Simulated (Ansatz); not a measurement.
Six crystals in the diamond structure, computed with PBE in Ansatz (plane waves, PAW datasets (generated soft set 1); cutoff 420 eV), no spin polarisation, no spin–orbit coupling, Fermi–Dirac smearing of 0.061 eV, k-spacing 0.06 Å⁻¹.

(1) Rank them by bulk modulus, stiffest first.
A. Cs
B. Ga
C. Dy
D. Sc
E. Pd
F. Sb

Results:

(1) E (66 GPa), C (53 GPa), B (36 GPa), F (31 GPa), D (8.4 GPa), A (0.7 GPa).

Model structures, not the usual forms at ambient conditions (metastable or hypothetical): Ga, Pd, Dy, Cs, Sb, Sc. Spin polarisation is left out, and a magnetic state may lie lower for Pd, Sc. The open f shell of Dy is treated without spin here, so this is a model state and not the ground state.
